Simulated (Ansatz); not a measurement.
Tetradymite Bi2Te3, relaxed with r2SCAN+rVV10. The symmetry is R-3m (No. 166, trigonal); a = 4.391 Å, c = 31.361 Å in the conventional setting, 34.92 Å³ an atom. Around Bi lie 6 Te at 3.06–3.25 Å; around Te lie 3 Bi at 3.06 Å; around Te lie 6 Bi at 3.25 Å.

4 runs of Ansatz 0.2.0 on this cell differ in the functional (and in the settings that go with it). Levels are in eV from each run's valence top; v1 is the last filled band, c1 the first empty one.

Run A, mean stress -0.1 GPa (compression positive):
```tsv
point	v2	v1	c1	c2
Γ	-0.92	0.00	1.38	1.81
T	-1.10	-0.33	1.71	2.15
H₂	-1.06	-0.79	2.37	2.75
L	-1.04	-0.61	1.71	2.38
S₀	-1.29	-0.74	2.32	3.25
F	-1.46	-1.15	2.12	2.47
```

Run B, mean stress 0.0 GPa (compression positive):
```tsv
point	v2	v1	c1	c2
Γ	-0.89	0.00	0.84	1.26
T	-1.06	-0.31	1.15	1.58
H₂	-1.02	-0.76	1.81	2.16
L	-1.00	-0.60	1.16	1.81
S₀	-1.23	-0.71	1.75	2.63
F	-1.41	-1.11	1.55	1.88
```

Run C, mean stress +0.9 GPa (compression positive):
```tsv
point	v2	v1	c1	c2
Γ	-0.86	0.00	0.70	1.00
T	-1.03	-0.29	0.97	1.31
H₂	-0.98	-0.74	1.59	1.90
L	-0.96	-0.57	0.98	1.54
S₀	-1.17	-0.69	1.53	2.34
F	-1.35	-1.06	1.34	1.68
```

Run D, mean stress +1.6 GPa (compression positive):
```tsv
point	v2	v1	c1	c2
Γ	-0.74	0.00	0.44	0.93
T	-0.91	-0.32	0.78	1.24
H₂	-0.89	-0.68	1.40	1.74
L	-0.84	-0.53	0.77	1.44
S₀	-1.11	-0.62	1.34	2.17
F	-1.22	-0.97	1.18	1.49
```

Task: Match the runs to PBE, r2SCAN, HSE06, PBE0.

Result: A is PBE0, B is HSE06, C is r2SCAN, D is PBE. In order of the gap: PBE 0.44, r2SCAN 0.70, HSE06 0.84, PBE0 1.38 eV.

Calculated for a static, non-magnetic cell.

Spin-orbit coupling is left out; in compounds of Pb, Bi, Tl or Hg it can lower a gap by up to about 1 eV, split its edges or invert the bands.

The stress of a hybrid is loosely converged in these runs.
